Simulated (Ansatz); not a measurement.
ZnS:

```
Zn S
1.0
     0.00000    2.70200    2.70200
     2.70200    0.00000    2.70200
     2.70200    2.70200    0.00000
Zn S
1 1
Cartesian
  4.0530 4.0530 4.0530
  0.0000 0.0000 0.0000
```

A run of Ansatz 0.2.0 on this cell left the log below. Logs are shortened: lines on timing, memory, paths and dates and some standing lists are left out, and cuts for length are marked.

```text
Warning: RAYON_NUM_THREADS=2 ignored (pool sized by the plan → 2); use --threads N
scf.n_extra_bands = 6 over 9 filled bands (N_el = 18.0): the run solves 15 bands
Engine: ansatz 0.2.0, x86_64-unknown-linux-gnu
Pseudopotentials: kind: paw
Pseudopotential: Zn, paw, valence charge 12, recommended cutoff 420 eV (normal), Zn.paw.azcp
Pseudopotential: S, paw, valence charge 6, recommended cutoff 420 eV (normal), S.paw.azcp
Functional definition: BLYP
  parameter beta = 0.0042
  parameter a = 0.04918
  parameter b = 0.132
  parameter c = 0.2533
  parameter d = 0.349
  exchange = b88_x(beta = beta)
  correlation = lyp_c(a = a, b = b, c = c, d = d)
Crystal: 2 atoms, lattice volume = 39.454 Å³
Basis set: ecut = 420 eV, 749 PW (Γ), exchange–correlation on 54×54×54 points (8 copies of the dense FFT grid, shifted against one another)
Bands: 15, of which v1, the nominal top of the filled ones, is band 9 counted from 1 (8 counted from 0)
Symmetry: 24 space group operations
Space group: F-43m (ITA 216), of the structure as read, at distance tolerance 3.4e-5 Å
k-points: 35 of 729 (time reversal used)
Non-local potential: Zn, projectors of the file, l = 0: 2, l = 1: 2, l = 2: 3, l = 3: 1
Non-local potential: S, projectors of the file, l = 0: 2, l = 1: 2, l = 2: 2
PAW form: soft (Blöchl's): semilocal exchange-correlation on the pseudo side does not see the compensation charge
PAW frozen core: Zn, regenerated for the run's functional, and the local potential with it (the file was generated under x = pbe(κ = 0.804, μ = 0.2195149727645171), c = pbe(β = 0.06672455060314922))
PAW frozen core: S, regenerated for the run's functional, and the local potential with it (the file was generated under x = pbe(κ = 0.804, μ = 0.2195149727645171), c = pbe(β = 0.06672455060314922))
PAW one-centre angular grid: Zn, 590 points (default); XC on 64 Gauss nodes
PAW one-centre angular grid: S, 110 points (default); XC on 64 Gauss nodes
Initial density: superposition of atomic densities (neutral atoms: chi_scale 0, normalization atom), corrected by the library's trained network
Initial wavefunctions: pseudopotential atomic-orbital guess
Functional: x = b88, c = lyp
SCF iter   1: F=—  HF=-4236.809248 eV  |F-HF|=—  |Δ(HF+E_count)|=         —  Δρ=6.01e-3  dr2=1.68e-2  ethr=1.77e-3  ⟨swp⟩=5.4  Hψ=3005  notcnv=0
preconditioner: auto → none  [insulator: Δε(μ)=2.139 eV  Ē_g=14.053 eV  σ=0.050 eV  W_gap=1.00  n_scr=14 (ndim 8)  ℏωp=25.1 eV  f_vac=0.026  D(μ)=0.00/eV (n_scr^D=0)  ε∞_Penn≈4.2]
SCF iter   2: F=—  HF=-4236.803797 eV  |F-HF|=—  |Δ(HF+E_count)|=   5.45e-3  Δρ=1.66e-3  dr2=1.30e-3  ethr=9.33e-5  ⟨swp⟩=2.3  Hψ=1126  notcnv=0  defer=54
SCF iter   3: F=—  HF=-4236.803420 eV  |F-HF|=—  |Δ(HF+E_count)|=   3.77e-4  Δρ=9.86e-4  dr2=1.77e-4  ethr=7.24e-6  ⟨swp⟩=2.8  Hψ=762  notcnv=0  defer=54
SCF iter   4: F=—  HF=-4236.803409 eV  |F-HF|=—  |Δ(HF+E_count)|=   1.07e-5  Δρ=5.36e-4  dr2=9.73e-5  ethr=9.86e-7  ⟨swp⟩=2.0  Hψ=736  notcnv=0  defer=54
SCF iter   5: F=—  HF=-4236.803391 eV  |F-HF|=—  |Δ(HF+E_count)|=   1.86e-5  Δρ=1.12e-4  dr2=3.39e-6  ethr=5.41e-7  ⟨swp⟩=2.8  Hψ=899  notcnv=0  defer=54
SCF iter   6: F=-4236.803390 eV  HF=-4236.803390 eV  |F-HF|=2.00e-9  |Δ(HF+E_count)|=   4.04e-7  Δρ=1.67e-5  dr2=6.33e-8  ethr=5.56e-10  ⟨swp⟩=10.1  Hψ=3876  notcnv=0
SCF 1 converged in 6 iterations: F = -4236.803390 eV  dr2 = 6.33e-8
  greatest PAW one-centre occupation: 0.984 electrons in one spin orbital (limit 2), on the Zn atom at site 0 (counted from 0), in its partial waves of l = 2
NSCF: frozen V_eff on 142 k-points
SCF converged after 6 iterations
Free energy (F): -4236.803390 eV
Harris-Foulkes:  -4236.803390 eV  (|F-HF|=2.00e-9)
Internal energy: -4236.803390 eV  (E = F + TS)
E sigma→0 (E₀):  -4236.803390 eV
Fermi energy:    7.234953 eV
--- Per-component energies (eV) ---
  E_band       = 10.719675
  E_kinetic    = 239.933341
  E_local      = -2041.653872  (includes V_loc(G=0)·N_el)
  E_nonlocal   = 641.092335
  E_hartree    = 855.139335
  E_xc         = -232.680139
  E_vxc        = -136.771093  (∫ρ·V_xc dr)
  E_paw        = -2445.206888  (= ΣΔE_a)
  E_vpaw       = -402.153761  (= ΣTr[D̂ρ^β])
  E_aug_tail   = -0.000366  (compensation charges beyond the density's cutoff)
  E_ewald      = -1253.379294
  E_core_change = -0.047843  (= ΣΔE_core)
  E_smearing   = -0.000000  (= −TS)
  E_closure    = 0.000000  (closes the sum)
  Σ components = -4236.803390   (vs F -4236.803390, Δ=0.00e0)
--- Forces (eV/Å), atoms counted from 1 ---
  atom   1  Zn     0.00000000    -0.00000000     0.00000000
  atom   2  S     -0.00000000     0.00000000     0.00000000
  max |Σ_I F_I| component: 7.86e-17 eV/Å
--- Stress (GPa, compression-positive) ---
        5.414170       0.000000      -0.000000
        0.000000       5.414170       0.000000
       -0.000000       0.000000       5.414170
  P = ⅓ Tr σ = 5.4142 GPa (54.142 kbar)
--- Band table (eV; the first three rows and the last of 35) ---
  k-point 0: bands = ["-6.9725", "-0.2812", "-0.2812", "-0.2812", "0.2002", "0.2002", "6.1484", "6.1484", "6.1484", "8.2399", "12.5643", "12.5643", "12.5643", "17.8674", "17.8674"]
  k-point 1: bands = ["-6.8809", "-0.2782", "-0.2648", "-0.2648", "0.1989", "0.1989", "5.2177", "6.0316", "6.0316", "8.9438", "12.4806", "12.7665", "12.7665", "17.4002", "17.4002"]
  k-point 2: bands = ["-6.6341", "-0.2421", "-0.2260", "-0.2260", "0.2001", "0.2001", "3.6991", "5.7602", "5.7602", "9.5637", "12.8857", "13.1280", "13.1280", "17.0725", "17.0725"]
  k-point 34: bands = ["-5.7736", "-0.1422", "-0.0276", "0.1321", "0.1899", "0.5516", "1.5948", "3.3057", "3.8201", "11.8122", "12.0329", "13.7216", "15.2442", "17.9130", "19.7397"]
```

Problem. Write the input and the command behind it.

Solution. Band structure with BLYP, no spin polarisation. The files as run (others can give the same):

input.yaml
```yaml
crystal:
  lattice:
    - [0.0, 2.702, 2.702]
    - [2.702, 0.0, 2.702]
    - [2.702, 2.702, 0.0]
  atoms:
    - { symbol: Zn, position: [0.75, 0.75, 0.75] }
    - { symbol: S, position: [0.0, 0.0, 0.0] }
hamiltonian:
  xc: blyp
  pseudopotentials: { kind: paw }
kpoints:
  mp_grid: { grid: [9, 9, 9] }
  band_path:
    path:
      - [[0.0, 0.0, 0.0], [0.5, 0.0, 0.5], [0.5, 0.25, 0.75], [0.375, 0.375, 0.75], [0.0, 0.0, 0.0], [0.5, 0.5, 0.5], [0.625, 0.25, 0.625], [0.5, 0.25, 0.75], [0.5, 0.5, 0.5], [0.375, 0.375, 0.75]]
      - [[0.625, 0.25, 0.625], [0.5, 0.0, 0.5]]
    npoints: 14
scf:
  occupations: { method: fermi_dirac, width: 0.05 }
  n_extra_bands: 6
output:
  forces: true
  stress: true
  eigenvalues: true
  fatbands: false
  write_density: true
  write_potential: true
  elf: true
  volumetric_format: npy
```

Potentials or basis: Ansatz PAW.
Launch:
```sh
$ ansatz run input.yaml --threads 2 --pin off --max-ram 5632MiB --backend cpu --events-out ev --progress --plain --runs-dir out
```

Caveat: the PAW data sets come from PBE, with cores solved anew for the run's functional, which leaves a small shift of forces and pressure.
